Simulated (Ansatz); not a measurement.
Here is an Ansatz 0.2.0 calculation.

File input.yaml:

```yaml
crystal:
  lattice:
    - [1.4021288975, 0.8095194964, 6.9742947559]
    - [-1.4021288975, 0.8095194964, 6.9742947559]
    - [0.0, -1.6190389928, 6.9742947559]
  atoms:
    - { symbol: Ni, spin: -0.78, position_ang: [0.0, 0.0, 0.0] }
    - { symbol: O, position_ang: [0.0, 0.0, 7.925358409] }
    - { symbol: O, position_ang: [0.0, 0.0, 12.997525859] }
hamiltonian:
  xc: lda
  pseudopotentials: { kind: paw, core: small }
  hubbard:
    sites: [{ species: Ni, l: d, u_eff: 3.0 }]
    projectors: ortho-atomic
    double_counting: amf
magnetization:
  spin_polarized: true
kpoints:
  mp_grid: { grid: [11, 11, 11] }
scf:
  occupations: { method: gaussian, width: 0.02 }
output:
  forces: true
  stress: true
  eigenvalues: true
  efg: {}
  write_density: true
  write_potential: true
  elf: true
  volumetric_format: npy
```

Potentials or basis: Ansatz PAW.

The run is started by

```bash
$ ansatz run input.yaml --threads 2 --pin off --max-ram 5120MiB --backend cpu --events-out ev --progress --plain --runs-dir out
```

Task: What does it give for the net moment?

Result: 0.00 μB per cell.

Task: What does it give for the pressure?

Result: -7.8 GPa.

Task: What does it give for the band gap on the k mesh?

Result: 1.72 eV, indirect (least direct gap 1.90 eV).

Forces on the atoms (eV/Å):
```
Ni   0.000  0.000  0.000
O    0.000  0.000 -0.915
O    0.000  0.000  0.915
```

Caveat: the magnetic or orbital state may not be the lowest; odd divisions of the mesh miss points on the zone boundary, where band edges often lie, so the gap on the mesh can be too wide; the pressure holds a Pulay correction of +0.8 GPa for the finite cutoff; the PAW data sets come from PBE, with cores solved anew for the run's functional, which leaves a small shift of forces and pressure; the starting moments weren't kept. The state reached can hang on the start; a lower one may exist.
